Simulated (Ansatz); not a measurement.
## CaO: a prediction, then the measurements

Computed with DFT PBE, scalar-relativistic, plane waves, PAW in Ansatz 0.2.0.

Settings: cutoff 420 eV, Γ-centred mesh 8×8×8 on the computed 2-atom cell, Gaussian smearing of 0.02 eV; no spin polarisation.

Relaxed structure:

```
Ca O
1.0
     0.00000    2.41562    2.41562
     2.41562    0.00000    2.41562
     2.41562    2.41562    0.00000
Ca O
1 1
Direct
  0.00000 0.00000 0.00000
  0.50000 0.50000 0.50000
```

```json
{"Space group": "Fm-3m (No. 225)", "Volume per atom": "14.10 Å³", "Formation energy from the elements' standard states (uncorrected)": "-2.947 eV/atom", "Kohn–Sham band gap": "3.66 eV, indirect from Γ to X", "Orbital (Löwdin) character of the top 1 eV of the valence band": "O 2p 94 %, unprojected 5 %", "Electron masses at the edge by direction of the standard setting (m_e; one valley, along these axes only; no spin-orbit coupling)": "x: 1.4; y: 0.44; z: 0.44", "Hole masses at the edge by direction of the standard setting (m_e; one valley, along these axes only; no spin-orbit coupling)": "x: 2.9, 2.9, 0.35; y: 2.9, 2.9, 0.35; z: 2.9, 2.9, 0.35", "Bulk modulus": "105 GPa", "Its pressure derivative": "4.3", "Bader charge by site (e)": "Ca (1 in the cell) 1.48, O (1 in the cell) -1.48"}
```

**Against measurements.**

Against the measured lattice constant a of CaO, 4.807 Å (a printed reference work (textbook)), the calculated 4.831 Å is off by +0.5 %. The calculation is for 0 K without zero-point motion.

The cell was reached from a generator's guess, though it ends in a space group that the Crystallography Open Database lists for this formula. Kohn–Sham gaps at this level usually fall short of measured ones.
